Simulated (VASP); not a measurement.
Crystal: Si.

```
CELL_PARAMETERS angstrom
0.00000 2.71785 2.71785
2.71785 0.00000 2.71785
2.71785 2.71785 0.00000
ATOMIC_POSITIONS crystal
Si 0.75000 0.75000 0.75000
Si 0.50000 0.50000 0.50000
```

Base run:

```yaml
Program: VASP 6.6.1
Functional: PBE
Potentials_or_basis: VASP PAW PBE potentials, release 64 (Si)
Cutoff: 520 eV
k_mesh: 8 × 8 × 8
Occupations: gaussian, width 0.03 eV
Spin: no spin polarisation
```

Its results: band gap on the k mesh 0.62 eV, indirect (least direct gap 2.56 eV); pressure 1.7 GPa.

Problem. The run is repeated on the same cell with these changes: functional from PBE to PBE0. What comes out?

Solution. Band gap on the k mesh 1.83 eV, indirect (least direct gap 3.97 eV); pressure -0.3 GPa.

PBE0 gives the wider gap, since exact exchange removes part of the self-interaction.

Caveats: the PAW data sets were made with another functional, which shifts forces and pressure a little (some runs).

A k mesh can miss the band edges.
